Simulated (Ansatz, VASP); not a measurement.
# SrO: VASP beside Ansatz

One calculation is typed for both programs; each brings its own data sets and cutoff. How far apart do they land? The cell is taken from a series of VASP runs on this material, whose earlier steps may have relaxed, scaled or displaced it; both programs get it as it stands.

Program: Ansatz 0.2.0. Level of theory: plane waves, with VASP 6.6.1 beside it; elastic constants at LDA and relaxation of cell and atoms at r2SCAN. Results are calculated unless marked as measured.

## 1. The structure

It takes space group Fm-3m (No. 225, cubic). Conventional cell: a = 5.077 Å, b = 5.077 Å, c = 5.077 Å, α = 90.00°, β = 90.00°, γ = 90.00°. Nearest to Sr lie 6 O at 2.54 Å. Nearest to O lie 6 Sr at 2.54 Å. Farther neighbours and most contacts between anions are not listed.

## 2. Ansatz: elastic constants, LDA

Ansatz runs on its default PAW (the set named soft_2) files.

Elastic constants are differences of stresses under small strains, so they test the stress and the mesh.

File input.yaml:

```yaml
crystal:
  lattice:
    - [0.0, 2.5386124071, 2.5386124071]
    - [2.5386124071, 0.0, 2.5386124071]
    - [2.5386124071, 2.5386124071, 0.0]
  atoms:
    - { symbol: Sr, position: [0.0, 0.0, 0.0] }
    - { symbol: O, position: [0.5, 0.5, 0.5] }
hamiltonian:
  xc: lda
  pseudopotentials: { kind: paw }
kpoints:
  mp_grid: { grid: [8, 8, 8] }
scf:
  occupations: { method: gaussian, width: 0.03 }
elastic:
  mode: relaxed_ion
  stencil: two_point
output:
  forces: true
  stress: true
```

The run is started by

```console
ansatz run input.yaml --threads 4 --pin off --max-ram 9216MiB --backend cpu --events-out ev --progress --plain --runs-dir out
```

Numbers of over 12 decimals in the logs are rounded to 6 here.

Log:

```text
Engine: ansatz 0.2.0, aarch64-unknown-linux-gnu
Pseudopotentials: kind: paw
Pseudopotential: Sr, paw, valence charge 10, recommended cutoff 420 eV (normal), Sr.paw.azcp
Pseudopotential: O, paw, valence charge 6, recommended cutoff 420 eV (normal), O.paw.azcp
Functional definition: SPW92
  exchange = slater_x
  correlation = pw_c
Crystal: 2 atoms, lattice volume = 32.720 Å³
Basis set: ecut = 420 eV, 609 PW (Γ)
Bands: 12, of which v1, the nominal top of the filled ones, is band 8 counted from 1 (7 counted from 0)
Symmetry: 48 space group operations
Space group: Fm-3m (ITA 225), of the structure as read, at distance tolerance 3.2e-5 Å
k-points: 29 of 512
Non-local potential: Sr, projectors of the file, l = 0: 3, l = 1: 2, l = 2: 2
Non-local potential: O, projectors of the file, l = 0: 2, l = 1: 2, l = 2: 1
PAW form: soft (Blöchl's): semilocal exchange-correlation on the pseudo side does not see the compensation charge
PAW frozen core: Sr, regenerated for the run's functional, and the local potential with it (the file was generated under x = pbe(κ = 0.804, μ = 0.219515), c = pbe(β = 0.066725))
PAW frozen core: O, regenerated for the run's functional, and the local potential with it (the file was generated under x = pbe(κ = 0.804, μ = 0.219515), c = pbe(β = 0.066725))
PAW one-centre angular grid: Sr, 110 points (default); XC on 64 Gauss nodes
PAW one-centre angular grid: O, 110 points (default); XC on 64 Gauss nodes
Initial density: superposition of atomic densities (neutral atoms: chi_scale 0, normalization atom), corrected by the library's trained network
Initial wavefunctions: pseudopotential atomic-orbital guess
Functional: x = slater, c = lda
SCF iter   1: F=—  HF=-4002.847568 eV  |F-HF|=—  |Δ(HF+E_count)|=         —  Δρ=1.64e-2  dr2=8.90e-2  ethr=1.77e-3  ⟨swp⟩=8.4  Hψ=2718  notcnv=0
preconditioner: auto → none  [insulator: Δε(μ)=2.848 eV  Ē_g=16.057 eV  σ=0.030 eV  W_gap=1.00  n_scr=8 (ndim 8)  ℏωp=24.3 eV  f_vac=0.000  D(μ)=0.00/eV (n_scr^D=0)  ε∞_Penn≈3.3]
SCF iter   2: F=—  HF=-4002.828824 eV  |F-HF|=—  |Δ(HF+E_count)|=   1.87e-2  Δρ=3.38e-3  dr2=3.48e-3  ethr=5.56e-4  ⟨swp⟩=2.0  Hψ=672  notcnv=0
SCF iter   3: F=—  HF=-4002.828198 eV  |F-HF|=—  |Δ(HF+E_count)|=   6.27e-4  Δρ=9.63e-4  dr2=1.53e-4  ethr=2.18e-5  ⟨swp⟩=2.1  Hψ=427  notcnv=0
SCF iter   4: F=—  HF=-4002.828156 eV  |F-HF|=—  |Δ(HF+E_count)|=   4.19e-5  Δρ=4.39e-5  dr2=4.70e-7  ethr=9.59e-7  ⟨swp⟩=2.4  Hψ=503  notcnv=0
SCF iter   5: F=—  HF=-4002.828153 eV  |F-HF|=—  |Δ(HF+E_count)|=   2.63e-6  Δρ=1.41e-5  dr2=2.37e-8  ethr=2.94e-9  ⟨swp⟩=2.1  Hψ=593  notcnv=0
SCF iter   6: F=—  HF=-4002.828153 eV  |F-HF|=—  |Δ(HF+E_count)|=   2.03e-9  Δρ=2.10e-6  dr2=1.09e-9  ethr=1.48e-10  ⟨swp⟩=2.3  Hψ=545  notcnv=0
SCF iter   7: F=—  HF=-4002.828153 eV  |F-HF|=—  |Δ(HF+E_count)|=  2.98e-10  Δρ=5.18e-7  dr2=4.82e-11  ethr=6.81e-12  ⟨swp⟩=2.1  Hψ=578  notcnv=0
SCF iter   8: F=—  HF=-4002.828153 eV  |F-HF|=—  |Δ(HF+E_count)|=  9.09e-12  Δρ=5.74e-8  dr2=3.91e-13  ethr=3.02e-13 (applied; sched 1.00e-12)  ⟨swp⟩=2.0  Hψ=439  notcnv=0
SCF iter   9: F=-4002.828153 eV  HF=-4002.828153 eV  |F-HF|=4.55e-13  |Δ(HF+E_count)|=  1.36e-12  Δρ=1.14e-8  dr2=1.53e-14  ethr=1.00e-12  ⟨swp⟩=5.0  Hψ=1332  notcnv=0
SCF 1 converged in 9 iterations: F = -4002.828153 eV  dr2 = 1.53e-14
  greatest PAW one-centre occupation: 0.987 electrons in one spin orbital (limit 2), on the Sr atom at site 0 (counted from 0), in its partial waves of l = 0
Crystal: 2 atoms, lattice volume = 32.655 Å³
Symmetry: 16 space group operations
k-points: 59 of 512
Initial density: handed on by an earlier stage of this run
Initial wavefunctions: those handed on with the density
iter 1 solved again at ethr=6.23e-8 eV; its pass at ethr=3.10e-3 eV (dr2=9.98e-6 eV) is discarded
[...]
preconditioner: auto → none  [insulator: Δε(μ)=3.120 eV  Ē_g=16.166 eV  σ=0.030 eV  W_gap=1.00  n_scr=8 (ndim 8)  ℏωp=24.3 eV  f_vac=0.000  D(μ)=0.00/eV (n_scr^D=0)  ε∞_Penn≈3.3]
[...]
SCF 2 converged in 6 iterations: F = -4002.828489 eV  dr2 = 9.34e-14
Crystal: 2 atoms, lattice volume = 32.786 Å³
Basis set: ecut = 420 eV, 625 PW (Γ)
[...]
preconditioner: auto → none  [insulator: Δε(μ)=3.126 eV  Ē_g=16.148 eV  σ=0.030 eV  W_gap=1.00  n_scr=8 (ndim 8)  ℏωp=24.3 eV  f_vac=0.000  D(μ)=0.00/eV (n_scr^D=0)  ε∞_Penn≈3.3]
[...]
SCF 3 converged in 5 iterations: F = -4002.827803 eV  dr2 = 1.17e-14
Basis set: ecut = 420 eV, 619 PW (Γ)
Symmetry: 8 space group operations
k-points: 95 of 512
[...]
preconditioner: auto → none  [insulator: Δε(μ)=3.127 eV  Ē_g=16.157 eV  σ=0.030 eV  W_gap=1.00  n_scr=8 (ndim 8)  ℏωp=24.3 eV  f_vac=0.000  D(μ)=0.00/eV (n_scr^D=0)  ε∞_Penn≈3.3]
[...]
SCF iter   3: F=—  HF=-4002.828173 eV  |F-HF|=—  |Δ(HF+E_count)|=   1.21e-7  Δρ=2.70e-6  dr2=8.68e-10  ethr=1.26e-9  ⟨swp⟩=2.0  Hψ=1791  notcnv=0
SCF iter   4: F=—  HF=-4002.828173 eV  |F-HF|=—  |Δ(HF+E_count)|=  1.41e-10  Δρ=4.86e-7  dr2=5.72e-11  ethr=5.43e-12  ⟨swp⟩=2.1  Hψ=1887  notcnv=0
SCF iter   5: F=—  HF=-4002.828173 eV  |F-HF|=—  |Δ(HF+E_count)|=  1.14e-11  Δρ=7.95e-8  dr2=1.31e-12  ethr=3.58e-13 (applied; sched 1.00e-12)  ⟨swp⟩=2.1  Hψ=1448  notcnv=0
SCF iter   6: F=-4002.828173 eV  HF=-4002.828173 eV  |F-HF|=9.09e-13  |Δ(HF+E_count)|=  1.82e-12  Δρ=1.44e-8  dr2=1.73e-14  ethr=1.00e-12  ⟨swp⟩=5.1  Hψ=4432  notcnv=0
SCF 4 converged in 6 iterations: F = -4002.828173 eV  dr2 = 1.73e-14
iter 1 solved again at ethr=6.17e-11 eV; its pass at ethr=3.10e-3 eV (dr2=9.87e-9 eV) is discarded
SCF iter   1: F=—  HF=-4002.828173 eV  |F-HF|=—  |Δ(HF+E_count)|=         —  Δρ=3.30e-5  dr2=9.69e-9  ethr=6.17e-11  ⟨swp⟩=2.6  Hψ=8532  notcnv=0
SCF iter   2: F=—  HF=-4002.828173 eV  |F-HF|=—  |Δ(HF+E_count)|=   2.28e-7  Δρ=1.64e-5  dr2=2.27e-9  ethr=6.06e-11  ⟨swp⟩=1.0  Hψ=1140  notcnv=0
SCF iter   3: F=—  HF=-4002.828173 eV  |F-HF|=—  |Δ(HF+E_count)|=   7.60e-8  Δρ=1.22e-6  dr2=9.89e-11  ethr=1.42e-11  ⟨swp⟩=1.0  Hψ=1140  notcnv=0
SCF iter   4: F=—  HF=-4002.828173 eV  |F-HF|=—  |Δ(HF+E_count)|=  2.95e-10  Δρ=7.42e-8  dr2=2.08e-13  ethr=6.18e-13 (applied; sched 1.00e-12)  ⟨swp⟩=2.0  Hψ=1423  notcnv=0
SCF iter   5: F=-4002.828173 eV  HF=-4002.828173 eV  |F-HF|=4.55e-13  |Δ(HF+E_count)|=  1.82e-12  Δρ=8.13e-9  dr2=1.36e-14  ethr=1.00e-12  ⟨swp⟩=5.1  Hψ=4227  notcnv=0
SCF 5 converged in 5 iterations: F = -4002.828173 eV  dr2 = 1.36e-14
SCF converged after 9 iterations
Free energy (F): -4002.828153 eV
Harris-Foulkes:  -4002.828153 eV  (|F-HF|=4.55e-13)
Internal energy: -4002.828153 eV  (E = F + TS)
E sigma→0 (E₀):  -4002.828153 eV
Fermi energy:    9.510337 eV
--- Per-component energies (eV) ---
  E_band       = -54.835979
  E_kinetic    = 422.831639
  E_local      = -848.709402  (includes V_loc(G=0)·N_el)
  E_nonlocal   = 256.304354
  E_hartree    = 226.262502
  E_xc         = -246.333368
  E_vxc        = -257.970479  (∫ρ·V_xc dr)
  E_paw        = -2743.919767  (= ΣΔE_a)
  E_vpaw       = -79.819593  (= ΣTr[D̂ρ^β])
  E_aug_tail   = 0.002498  (compensation charges beyond the density's cutoff)
  E_ewald      = -1069.657666
  E_core_change = 0.391057  (= ΣΔE_core)
  E_smearing   = -0.000000  (= −TS)
  E_closure    = 0.000000  (closes the sum)
  Σ components = -4002.828153   (vs F -4002.828153, Δ=0.00e0)
--- Forces (eV/Å), atoms counted from 1 ---
  atom   1  Sr    -0.00000000     0.00000000     0.00000000
  atom   2  O      0.00000000    -0.00000000    -0.00000000
  max |Σ_I F_I| component: 3.33e-29 eV/Å
--- Stress (GPa, compression-positive) ---
       -0.788942       0.000000       0.000000
        0.000000      -0.788942       0.000000
        0.000000      -0.000000      -0.788942
  P = ⅓ Tr σ = -0.7889 GPa (-7.889 kbar)
--- Band table (eV; the first three rows and the last of 29) ---
  k-point 0: bands = [... 4 lower, -5.6342, 7.9458, 7.9458, 7.9458, 12.0313, 14.1942, 14.1942, 14.1942]
  k-point 1: bands = [... 4 lower, -5.2921, 7.4669, 7.7351, 7.7351, 12.7540, 14.0170, 14.5147, 14.5147]
  k-point 2: bands = [... 4 lower, -4.8003, 6.5972, 7.2837, 7.2837, 13.9580, 14.3127, 15.3911, 15.3911]
  k-point 28: bands = [... 4 lower, -5.0087, 6.7560, 7.5693, 7.5693, 13.9718, 13.9718, 16.9032, 19.4991]
--- Elastic constants: 2 strain directions × 2 members + reference (group order 48) ---
  dense FFT box of the reference and of every strained cell: 25×25×25
  strains applied: 11, 23; error gains: componentwise 1.00 (the most a stress slope's error grows in a printed constant), spectral 1.73 (1 for all six strains in a standard setting)
  C = ∂σ_k/∂η_j (tension-positive GPa; Voigt order 11 22 33 23 13 12):
       200.550     50.885     50.885      0.000      0.000     -0.000
        50.885    200.550     50.885      0.000      0.000      0.000
        50.885     50.885    200.550      0.000      0.000      0.000
        -0.000      0.000      0.000     56.192     -0.000     -0.000
         0.000     -0.000      0.000     -0.000     56.192      0.000
         0.000     -0.000      0.000     -0.000     -0.000     56.192
  reference stress σ⁰ (GPa):      0.789      0.789      0.789     -0.000     -0.000     -0.000
  C* (energy form; C + prestress term) asymmetry max|C*_kj − C*_jk| = 2.132e-14 GPa — a small one proves nothing (zero by symmetry where the batch's group is 432, −43m or m−3m); a large one is finite-difference/SCF noise where every solve meets its electron count
  moduli (Voigt/Reuss/Hill, GPa): K = 100.77/100.77/100.77   G = 63.65/62.41/63.03   E = 156.47   ν = 0.241
  mechanically stable: yes (min eigenvalue of sym C = 56.19 GPa)
  strain η (Voigt 11):  stress-route row diagonal C_11 = 200.55 GPa, energy-path curvature d²(F+E_count+ΔE)/dδ²/Ω₀ = 200.49 GPa
         δ    σ_11 (GPa)             F (eV)   n_scf  n_hpsi   n_pw
    -2.000e-3       0.3816       -4002.8284891       6   14380    652   relax 0 steps, max|allowed force component| 3.11e-30 eV/Å
     2.000e-3       1.1838       -4002.8278034       5   11561    652   relax 0 steps, max|allowed force component| 9.66e-30 eV/Å
  strain η (Voigt 23):  stress-route row diagonal C_44 = 56.19 GPa, energy-path curvature d²(F+E_count+ΔE)/dδ²/Ω₀ = 55.21 GPa
         δ    σ_23 (GPa)             F (eV)   n_scf  n_hpsi   n_pw
    -2.000e-3      -0.1124       -4002.8281729       6   21326    652   relax 0 steps, max|allowed force component| 9.73e-30 eV/Å
     2.000e-3       0.1124       -4002.8281729       5   17792    652   relax 0 steps, max|allowed force component| 7.81e-29 eV/Å
```

The job ended after 3.5 s (4 threads of Arm Neoverse N1, shared host; peak memory 0.32 GiB; 11 s of CPU time).

The run ends at a pressure of -0.79 GPa.

[end of part 1 of 3]

[Lines on the potential files, build, host, timing and source positions are cut from VASP's logs without a mark.]

[Logs are printed without paths, hosts, clocks, repeated set-up lines and the standing remarks that a program may print on its own settings, such as how far it seeks lower states.]

[Hosts, paths, dates, database ids (printed as entryN), source tags and the programs' standing remarks are cut or masked in the printed files.]
